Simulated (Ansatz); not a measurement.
# Stack of 1T-PdTe2 under 1T-SrCl2, shifted by a third of the diagonal in a perpendicular field, part 2 of 4

Aim: how the stack of 1T-PdTe2 under 1T-SrCl2, shifted by a third of the diagonal screens a field along its normal, and what the field does to its bands. A positive field points along +c.

Ansatz 0.2.0; plane-wave DFT, PBE-D3(BJ), Ansatz PAW (the session's first sound run).

So far. Step 2 (Relaxation): The lattice constant a goes from 4.019 to 4.113 Å.

### Step 3. Single point, field 0, start network

A sawtooth potential applies the field, turning back in the middle of the vacuum. With the dipole correction the typed value is the field outside the slab. The induced dipole is small, so the SCF threshold is tight.

The cell differs from the one that the last finished run ended in (c 49.412 → 26.861 Å).

Contents of input.yaml:

```yaml
crystal:
  lattice:
    - [4.1134343889, 0.0, 0.0]
    - [-2.0567171945, 3.5623386776, 0.0]
    - [0.0, 0.0, 26.8611980728]
  atoms:
    - { symbol: Te, position: [0.6666666667, 0.3333333333, 0.3350557922] }
    - { symbol: Pd, position: [0.0, 0.0, 0.3844418937] }
    - { symbol: Te, position: [0.3333333333, 0.6666666667, 0.4334209634] }
    - { symbol: Cl, position: [0.0, 0.0, 0.5483599768] }
    - { symbol: Sr, position: [0.3333333333, 0.6666666667, 0.6063917584] }
    - { symbol: Cl, position: [0.6666666667, 0.3333333333, 0.6649442078] }
kpoints:
  mp_grid: { grid: [12, 12, 1] }
  band_path:
    path: [[0, 0, 0], [0.5, 0, 0], [0.33333333, 0.33333333, 0], [0, 0, 0]]
    npoints: 16
hamiltonian:
  xc: pbe
  dispersion: d3bj
scf:
  occupations: { method: fermi_dirac, width: 0.02585 }
  convergence: { dr2_threshold: 1.0e-10 }
efield:
  axis: 3
  dipole_correction: true
  ramp_position: 0.97
  ramp_width: 0.06
  amplitude: 0
output:
  dos: { projected: true, e_range: [-6, 5] }
  bader: true
  write_potential: true
  write_density: true
  volumetric_format: npy
  elf: true
```

Command:

```sh
$ ansatz run input.yaml --threads 4 --pin off --max-ram 6144MiB --backend cpu --events-out ev --progress --plain --runs-dir out
```

Numbers of over 12 decimals in the logs are rounded to 6 here.

The log of the run:

```text
[...]
Crystal: 6 atoms, lattice volume = 393.609 Å³
Basis set: ecut = 420 eV, 7601 PW (Γ)
Bands: 45, of which v1, the nominal top of the filled ones, is band 37 counted from 1 (36 counted from 0)
Symmetry: 6 space group operations
[...]
k-points: 19 of 144 (time reversal used)
[...]
SCF iter   1: F=—  HF=-26645.465742 eV  |F-HF|=—  |Δ(HF+E_count)|=         —  Δρ=1.95e-3  dr2=4.21e-2  ethr=1.77e-3  p=-0.044 e·Å  D=-2.01e-2 V/Å  ΔV_dip=0.54 eV  dr2_dipole=9.51e-3  V_vac-E_F(+/−)=5.10/4.56 eV  ⟨swp⟩=13.5  Hψ=5060  notcnv=0  defer=5
efield: sawtooth ramp at fractional position 0.9700 (set: `efield.ramp_position`, or a place that a band, a saddle search or an elastic batch's reference lends), width 0.0600; the density the first Hamiltonian is built on has a dipole p = -0.044 e·Å; the dipole correction subtracts the counter field D = -2.01e-2 V/Å, which shifts the + side's vacuum level by +0.54 eV against the − side's; the planar-averaged density in the ramp window peaks in size at 2.3e-6 e/Å³
[...]
SCF iter   2: F=—  HF=-26645.467839 eV  |F-HF|=—  |Δ(HF+E_count)|=   2.10e-3  Δρ=2.31e-3  dr2=5.12e-2  ethr=5.69e-5  p=-0.001 e·Å  D=-4.78e-4 V/Å  ΔV_dip=0.01 eV  dr2_dipole=1.93e-3  V_vac-E_F(+/−)=4.66/4.65 eV  ⟨swp⟩=3.8  Hψ=1927  notcnv=0  defer=49
[...]
SCF iter  11: F=-26645.461480 eV  HF=-26645.461480 eV  |F-HF|=1.82e-11  |Δ(HF+E_count)|=  3.06e-10  Δρ=9.64e-8  dr2=6.03e-11  ethr=1.00e-12  p=0.000 e·Å  D=1.39e-4 V/Å  ΔV_dip=-0.00 eV  dr2_dipole=1.71e-12  V_vac-E_F(+/−)=4.53/4.53 eV  ⟨swp⟩=15.7  Hψ=3020  notcnv=0
SCF 1 converged in 11 iterations: F = -26645.461480 eV  dr2 = 6.03e-11
[...]
NSCF: frozen V_eff on 49 k-points
efield: sawtooth ramp at fractional position 0.9700 (kept from the solve that this one continues, or follows in the run), width 0.0600; the density the first Hamiltonian is built on has a dipole p = 0.000 e·Å; the dipole correction subtracts the counter field D = 1.39e-4 V/Å, which shifts the + side's vacuum level by -0.00 eV against the − side's; the planar-averaged density in the ramp window peaks in size at 1.3e-6 e/Å³
[...]
SCF converged after 11 iterations
Free energy (F): -26645.461480 eV
[...]
Internal energy: -26645.461467 eV  (E = F + TS)
E sigma→0 (E₀):  -26645.461474 eV
Entropy (-TS):   -0.000013 eV (-0.002 meV/atom)
Fermi energy:    1.005725 eV
Dipole field:    D = 0.000138 V/Å  (p = 0.000300 e·Å, saw-weighted, corrected)
Work function:   Φ+ = 4.5266 eV   Φ− = 4.5303 eV
Levels:          The Fermi level and band energies are counted from a zero that moves with the ramp; work functions are not
[...]
--- Band table (eV; the first three rows and the last of 19) ---
  k-point 0: bands = [... 33 lower, -0.9114, 0.3943, 0.6996, 0.6996, 2.3535, 2.3535, 3.6273, 4.3081, ... 4 higher]
  k-point 1: bands = [... 33 lower, -1.0035, 0.3656, 0.5258, 0.5910, 2.0041, 2.3153, 3.7979, 4.1292, ... 4 higher]
  k-point 2: bands = [... 33 lower, -1.2938, -0.1918, 0.2723, 0.7456, 1.3272, 2.2651, 3.7860, 4.2136, ... 4 higher]
  k-point 18: bands = [... 33 lower, -2.3007, -1.2774, -1.1380, -1.1255, 1.5143, 1.5391, 4.4453, 4.4626, ... 4 higher]
--- Bader charges: 6 sites ---
  site symbol  charge [e]  shift [e]
     0     Te      0.0856     0.0011
     1     Pd     -0.1762     0.0023
     2     Te      0.1087     0.0012
     3     Cl     -0.7929     0.0000
     4     Sr      1.5529     0.0000
     5     Cl     -0.7780     0.0000
  estimated error of the sums over rays = 3.8e-4 e
```

Elapsed: 19 s, on 4 threads of AMD EPYC 9R14 (Zen 4), shared host; peak memory 1.1 GiB; 75 s of CPU time.

Reading the cycles: dr2 is the Hartree energy of the density residual (eV), the measure of convergence; HF is the Harris–Foulkes estimate of the energy, which meets the free energy F at convergence.

Numbers from this step:

```
dipole along the normal            : 3.00e-4 e·Å
gap along the path                 : 0.3300 eV
smallest direct gap along the path : 0.4045 eV
ionisation energy, upper face      : 4.732 eV
electron affinity, upper face      : 4.402 eV
gap, the smaller of path and mesh  : 0.3300 eV
```

Running mean over a fixed 2.5 Å (it still follows the layers) of the planar mean; the ramp of the sawtooth is left out. The electron's electrostatic potential energy less the Fermi level by z:

| z (Å) | electron's electrostatic potential energy less the Fermi level (eV) |
| --- | --- |
| 4 | 4.53 |
| 5 | 4.53 |
| 6 | 4.46 |
| 7 | 3.59 |
| 8 | 1.63 |
| 9 | -2.35 |
| 10 | -5.11 |
| 11 | -4.59 |
| 12 | -0.794 |
| 13 | 1.42 |
| 14 | -0.198 |
| 15 | -4.96 |
| 16 | -8.12 |
| 17 | -7.95 |
| 18 | -2.04 |
| 19 | 1.74 |
| 20 | 4.32 |
| 21 | 4.52 |
| 22 | 4.53 |
| 23 | 4.53 |

The density of states has structure finer than the step of the table below, so its rows give means over 0.25 eV, whole bins alone (the curve runs from -6 to 2.11 eV). Peaks (eV: height): -4.870: 31.2, -4.570: 36.4, -4.480: 27.5, -4.370: 20.5, -4.180: 19.7, -4.070: 18.2, -3.820: 23.5.

Density of states against energy, zero at the Fermi level of the run, which the smearing sets inside the gap; means over each step:

```csv
energy (eV),density of states (states/eV a cell)
-5.75,0.265
-5.50,1.85
-5.25,8.72
-5.00,8.37
-4.75,14.1
-4.50,15.0
-4.25,12.9
-4.00,10.5
-3.75,11.3
-3.50,4.63
-3.25,3.23
-3.00,2.92
-2.75,3.09
-2.50,2.44
-2.25,3.64
-2.00,3.27
-1.75,2.09
-1.50,2.90
-1.25,2.12
-1.00,1.71
-0.75,1.58
-0.50,1.43
-0.25,1.55
0.00,0
0.25,1.26
0.50,4.47
0.75,3.77
1.00,3.33
1.25,2.65
1.50,0
```

Projected DOS per atom over height of the atomic layer and energy from the Fermi level. Layers: Te Pd Te Cl Sr Cl from below.

Ten even steps from '_' (0.00 states/eV) to '@' (5.66 states/eV), each cell a mean:
```
____________
____________
::..::______
::..::______
::..::______
____________
..__..______
..__..______
..__..______
..__..______
..__..______
::::::______
......______
..--..______
__==________
..@@..______
..==__++__##
..::..**__@@
::**::%%__**
..--..==__::
____....____
____________
```
Columns: height of the atomic layer (Å) from 9 to 17.9 (not evenly spaced); rows upwards: energy from the Fermi level (eV) from -5.96 to 2.05.

The electronic bands at the labelled points (eV, zero at the Fermi level of the run, which the smearing sets inside the gap):

```
  point  band 34  band 35  band 36  band 37  band 38  band 39  band 40  band 41
      Γ    -1.92    -0.61    -0.31    -0.31     1.35     1.35     2.62     3.30
halfway    -2.64    -1.75    -1.20    -0.51     0.21     1.26     2.48     3.54
      M    -3.22    -2.70    -2.38    -1.59     0.84     1.32     2.00     3.42
halfway    -3.26    -2.98    -2.06    -1.65     0.65     0.82     2.44     4.08
      K    -3.31    -2.28    -2.14    -2.13     0.51     0.53     3.44     3.46
halfway    -2.87    -1.81    -1.77    -0.43     0.52     0.67     2.72     3.18
      Γ    -1.92    -0.61    -0.31    -0.31     1.35     1.35     2.62     3.30
```

Valence density in the ca plane at fractional y = 0.000, with atoms of Pd and Cl within 0.2 Å of it. It is the smooth field of the valence electrons, not physical close to the nuclei.

Values in units of 1e0 e/Å³, 6 rows by 16 columns, each cell a mean:
```
0.0 0.0 0.0 0.0 0.0 0.0 0.0 0.2 5.5 3.5 0.1 0.0 0.8 1.4 0.3 0.0
0.0 0.0 0.0 0.0 0.0 0.0 0.1 0.2 0.5 0.4 0.1 0.0 0.2 0.4 0.1 0.1
0.0 0.0 0.0 0.0 0.0 0.0 0.1 0.3 0.2 0.2 0.2 0.1 0.0 0.0 0.1 0.2
0.0 0.0 0.0 0.0 0.0 0.0 0.1 0.2 0.2 0.2 0.2 0.1 0.0 0.1 0.1 0.2
0.0 0.0 0.0 0.0 0.0 0.0 0.0 0.2 1.1 0.7 0.1 0.0 0.3 0.7 0.2 0.0
0.0 0.0 0.0 0.0 0.0 0.0 0.0 0.2 7.5 4.9 0.1 0.0 0.9 1.2 0.4 0.0
```
Columns run along c (16.0 Å, from fractional 0.06 to 0.66 of the cell), rows up along a (4.1 Å). Atoms in or near the plane, at fractional coordinates: Pd at (0.38, 0.00), Cl at (0.55, 0.00).

ELF in the ca plane at fractional y = 0.000, with atoms of Pd and Cl within 0.2 Å of it. It is the smooth field of the valence electrons, not physical close to the nuclei.

Values, 6 rows by 16 columns, each cell a mean:
```
0.05 0.19 0.42 0.43 0.19 0.07 0.74 0.75 0.65 0.06 0.04 0.02 0.00 0.00 0.00 0.00
0.26 0.43 0.30 0.29 0.42 0.16 0.39 0.72 0.23 0.07 0.38 0.22 0.02 0.00 0.00 0.00
0.56 0.58 0.38 0.36 0.57 0.44 0.04 0.09 0.13 0.16 0.67 0.49 0.07 0.00 0.00 0.00
0.50 0.58 0.37 0.35 0.57 0.38 0.10 0.23 0.11 0.13 0.63 0.44 0.06 0.00 0.00 0.00
0.16 0.33 0.30 0.31 0.33 0.11 0.53 0.82 0.37 0.05 0.24 0.12 0.01 0.00 0.00 0.00
0.03 0.17 0.44 0.45 0.18 0.08 0.77 0.64 0.70 0.07 0.02 0.01 0.00 0.00 0.00 0.00
```
Columns run along c (16.0 Å, from fractional 0.28 to 0.88 of the cell), rows up along a (4.1 Å). Atoms in or near the plane, at fractional coordinates: Pd at (0.38, 0.00), Cl at (0.55, 0.00).

Electrostatic potential energy in the ca plane at fractional y = 0.000, with atoms of Pd and Cl within 0.2 Å of it. With pseudopotentials it is smooth inside the atoms' cores, unlike the true potential.

Ten even steps from '0' (-42 eV) to '9' (6 eV), each cell a mean:
```
99999999999999999999982000389999995000489999
99999999999999999999986213689999998424789999
99999999999999999999998777899999999888888899
99999999999999999999889999888999999999888889
99999999999999999998888999888899999999887788
99999999999999999998788999888899999999887788
99999999999999999998888999888899999999888888
99999999999999999999998888899999999999888889
99999999999999999999997545899999998756899999
99999999999999999999984000589999996101589999
99999999999999999999971000289999984000389999
```
Columns run along c (16.0 Å, from fractional 0.06 to 0.66 of the cell; values clipped at the 3rd and 97th percentile), rows up along a (4.1 Å). Atoms in or near the plane, at fractional coordinates: Pd at (0.38, 0.00), Cl at (0.55, 0.00).

The gap is 0.33 eV, with the valence edge 4.73 eV and the conduction edge 4.40 eV under the upper vacuum level. Spin-orbit coupling, left out in this run, matters for the bands of elements this heavy.

### Step 4. Single point, field 0.1 V/Å

Edit input.yaml of step 3 so:

```diff
@@ -26,8 +26,6 @@
   dipole_correction: true
-  ramp_position: 0.97
-  ramp_width: 0.06
-  amplitude: 0
+  ramp_position: 0.9523
+  ramp_width: 0.0819
+  amplitude: 0.1
 output:
-  dos: { projected: true, e_range: [-6, 5] }
-  bader: true
   write_potential: true
@@ -35,2 +33 @@
   volumetric_format: npy
-  elf: true
```

The log of the run:

```text
[...]
Crystal: 6 atoms, lattice volume = 393.609 Å³
Basis set: ecut = 420 eV, 7601 PW (Γ)
Bands: 45, of which v1, the nominal top of the filled ones, is band 37 counted from 1 (36 counted from 0)
Symmetry: 6 space group operations
[...]
k-points: 19 of 144 (time reversal used)
[...]
k-point 0: bands = [... 33 lower, -1.0022, 0.3049, 0.6092, 0.6092, 2.2633, 2.2633, 3.7013, 4.3611, ... 4 higher]
  k-point 1: bands = [... 33 lower, -1.0939, 0.2725, 0.4385, 0.5007, 1.9139, 2.2251, 3.8771, 4.1836, ... 4 higher]
  k-point 2: bands = [... 33 lower, -1.3839, -0.2828, 0.1820, 0.6550, 1.2373, 2.1748, 3.8382, 4.3054, ... 4 higher]
  k-point 18: bands = [... 33 lower, -2.3904, -1.3651, -1.2319, -1.2115, 1.4235, 1.4492, 4.4929, 4.5210, ... 4 higher]
[key lines of the parts left out:]
SCF converged after 13 iterations
Free energy (F): -26645.465217 eV
Fermi energy:    0.915050 eV
Dipole field:    D = 0.034228 V/Å  (p = 0.074453 e·Å, saw-weighted, corrected)
```

Wall time 13 s (4 threads); peak memory 1 GiB; 49 s of CPU time.

The dipole is 0.0745 e·Å, and the gap 0.331 eV.

### Step 5. Single point, field -0.1 V/Å

Edit input.yaml of step 4 so:

```diff
@@ -28,3 +28,3 @@
   ramp_width: 0.0819
-  amplitude: 0.1
+  amplitude: -0.1
 output:
```

The log of the run:

```text
[...]
Crystal: 6 atoms, lattice volume = 393.609 Å³
Basis set: ecut = 420 eV, 7601 PW (Γ)
Bands: 45, of which v1, the nominal top of the filled ones, is band 37 counted from 1 (36 counted from 0)
Symmetry: 6 space group operations
[...]
k-points: 19 of 144 (time reversal used)
[...]
k-point 0: bands = [... 33 lower, -0.8222, 0.4823, 0.7884, 0.7884, 2.4423, 2.4423, 3.5409, 4.2546, ... 4 higher]
  k-point 1: bands = [... 33 lower, -0.9146, 0.4568, 0.6120, 0.6798, 2.0928, 2.4041, 3.7051, 4.0747, ... 4 higher]
  k-point 2: bands = [... 33 lower, -1.2052, -0.1023, 0.3611, 0.8347, 1.4156, 2.3539, 3.7322, 4.1074, ... 4 higher]
  k-point 18: bands = [... 33 lower, -2.2124, -1.1909, -1.0456, -1.0409, 1.6036, 1.6276, 4.3971, 4.4032, ... 4 higher]
[key lines of the parts left out:]
SCF converged after 13 iterations
Free energy (F): -26645.465155 eV
Fermi energy:    1.094905 eV
Dipole field:    D = -0.033929 V/Å  (p = -0.073803 e·Å, saw-weighted, corrected)
```

It took 13 s on 4 threads; peak memory 1 GiB; 49 s of CPU time.

The dipole is -0.0738 e·Å, and the gap 0.329 eV.

### Step 6. Single point, field 0.5 V/Å

Edit input.yaml of step 5 so:

```diff
@@ -26,5 +26,5 @@
   dipole_correction: true
-  ramp_position: 0.9523
-  ramp_width: 0.0819
-  amplitude: -0.1
+  ramp_position: 0.8915
+  ramp_width: 0.2035
+  amplitude: 0.5
 output:
```

The log of the run:

```text
[...]
Crystal: 6 atoms, lattice volume = 393.609 Å³
Basis set: ecut = 420 eV, 7601 PW (Γ)
Bands: 45, of which v1, the nominal top of the filled ones, is band 37 counted from 1 (36 counted from 0)
Symmetry: 6 space group operations
[...]
k-points: 19 of 144 (time reversal used)
[...]
k-point 0: bands = [... 33 lower, -1.3796, -0.0657, 0.2341, 0.2341, 1.8887, 1.8887, 3.1959, 3.9059, ... 4 higher]
  k-point 1: bands = [... 33 lower, -1.4691, -0.1166, 0.0784, 0.1255, 1.5396, 1.8505, 3.2872, 4.0939, ... 4 higher]
  k-point 2: bands = [... 33 lower, -1.7572, -0.6619, -0.1930, 0.2789, 0.8648, 1.8002, 3.5344, 4.0300, ... 4 higher]
  k-point 18: bands = [... 33 lower, -2.7613, -1.7258, -1.6205, -1.5674, 1.0466, 1.0760, 4.6731, 4.7394, ... 4 higher]
[key lines of the parts left out:]
SCF converged after 14 iterations
Free energy (F): -26645.554493 eV
Fermi energy:    0.538598 eV
Dipole field:    D = 0.171222 V/Å  (p = 0.372445 e·Å, saw-weighted, corrected)
```

The job ended after 13 s (4 threads; peak memory 1 GiB; 52 s of CPU time).

The dipole is 0.372 e·Å, and the gap 0.335 eV.

### Step 7. Atoms held, field -0.3 V/Å

Edit input.yaml of step 6 so:

```diff
@@ -26,6 +26,8 @@
   dipole_correction: true
-  ramp_position: 0.8915
-  ramp_width: 0.2035
-  amplitude: 0.5
+  ramp_position: 0.9497
+  ramp_width: 0.0872
+  amplitude: -0.3
 output:
+  dos: { projected: true, e_range: [-6, 5] }
+  bader: true
   write_potential: true
@@ -33 +35,2 @@
   volumetric_format: npy
+  elf: true
```

The log of the run:

```text
[...]
Crystal: 6 atoms, lattice volume = 393.609 Å³
Basis set: ecut = 420 eV, 7601 PW (Γ)
Bands: 45, of which v1, the nominal top of the filled ones, is band 37 counted from 1 (36 counted from 0)
Symmetry: 6 space group operations
[...]
k-points: 19 of 144 (time reversal used)
[...]
k-point 18: bands = [... 33 lower, -2.0398, -1.0214, -0.8758, -0.8650, 1.7778, 1.8001, 4.2829, 4.2991, ... 4 higher]
--- Bader charges: 6 sites ---
  site symbol  charge [e]  shift [e]
     0     Te      0.1129     0.0011
     1     Pd     -0.1766     0.0023
     2     Te      0.0888     0.0012
     3     Cl     -0.7911     0.0000
     4     Sr      1.5523     0.0000
     5     Cl     -0.7863     0.0000
  estimated error of the sums over rays = 3.8e-4 e
[key lines of the parts left out:]
SCF converged after 14 iterations
Free energy (F): -26645.494738 eV
Fermi energy:    1.268931 eV
Dipole field:    D = -0.102080 V/Å  (p = -0.222047 e·Å, saw-weighted, corrected)
```

Elapsed: 21 s, on 4 threads; peak memory 1.1 GiB.

The dipole is -0.222 e·Å, and the gap 0.328 eV.

### Step 8. Response, atoms held

This step: plane-wave DFT, PBE-D3(BJ), Ansatz PAW; response to a field along the normal, atoms held (Ansatz 0.2.0).

The dipoles give the slope, and the difference of two potentials shows where the field is screened.

Numbers from this step:

```
equivalent conductor thickness p/(ε₀AE) : 9.154 Å
distance between the outer atoms        : 8.861 Å
```

Table of dipole of the cell by applied field:

```csv
applied field (V/Å),dipole of the cell (e·Å)
-0.300,-0.222
-0.100,-0.0738
0.000,3.0e-4
0.100,0.0745
0.500,0.372
```

Local field over the applied field, running mean. From the potentials at -0.1 and 0.1 V/Å; running mean over 2.5 Å. The local field over applied field by z:

```csv
z (Å),local field over applied field
4.5,0.995
5.0,0.988
5.5,0.970
6.0,0.930
6.5,0.849
7.0,0.716
7.5,0.550
8.0,0.379
8.5,0.222
9.0,0.101
9.5,0.0337
10.0,0.00924
10.5,0.00707
11.0,0.0254
11.5,0.0786
12.0,0.172
12.5,0.273
13.0,0.345
13.5,0.375
14.0,0.370
14.5,0.334
15.0,0.296
15.5,0.283
16.0,0.286
16.5,0.288
17.0,0.288
17.5,0.311
18.0,0.387
18.5,0.509
19.0,0.656
19.5,0.800
20.0,0.912
20.5,0.968
21.0,0.990
21.5,0.997
22.0,0.999
22.5,1.000
```

Electrons, planar mean, per unit field. Induced electron density against z:

z (Å), induced electron density (e/Å³ per V/Å) and a bar from the least value:
```
        5    0.00006 ###############
        6    0.00035 ################
        7    0.00170 #######################
        8    0.00295 ##############################
        9    0.00054 #################
       10    0.00031 ################
       11   -0.00036 #############
       12   -0.00107 #########
       13   -0.00190 ####
       14    0.00205 #########################
       15   -0.00013 ##############
       16   -0.00049 ############
       17    0.00091 ###################
       18   -0.00100 #########
       19   -0.00275 
       20   -0.00043 ############
       21   -0.00004 ##############
       22    0.00000 ##############
```

The smaller of the gaps on the path and on the k-mesh, counted as 0 under 0.03 eV. Gap against applied field:

```csv
applied field (V/Å),gap (eV)
-0.300,0.328
-0.100,0.329
0.000,0.33
0.100,0.331
0.500,0.335
```

By hand: between -0.1 and 0.1 V/Å the dipole changes by 0.1483 e·Å, a slope of 0.7413 e·Å²/V. A perfect conductor of thickness t has p = ε₀AEt, so t = 180.95 × 0.7413 / 14.653 = 9.15 Å (e/ε₀ = 180.95 V·Å, A in Å²).

The induced dipole is that of a conductor 9.15 Å thick.

(Part 2 of 4 ends here.)

[Logs are printed without paths, hosts, clocks, repeated set-up lines and the standing remarks that a program may print on its own settings, such as how far it seeks lower states.]

[Hosts, paths, dates, database ids (printed as entryN), source tags and the programs' standing remarks are cut or masked in the printed files.]

[Maps of the electrostatic potential energy from Ansatz leave out the sawtooth potential of an applied field or a dipole correction, so their vacuum need not be flat; planar profiles and work functions include it.]

[The density of states shown here was stored with 400 of the rows of the run's finer table, so its peaks can read low, often by over a quarter, or be missed, and its means over a window can be off by a tenth or more.]
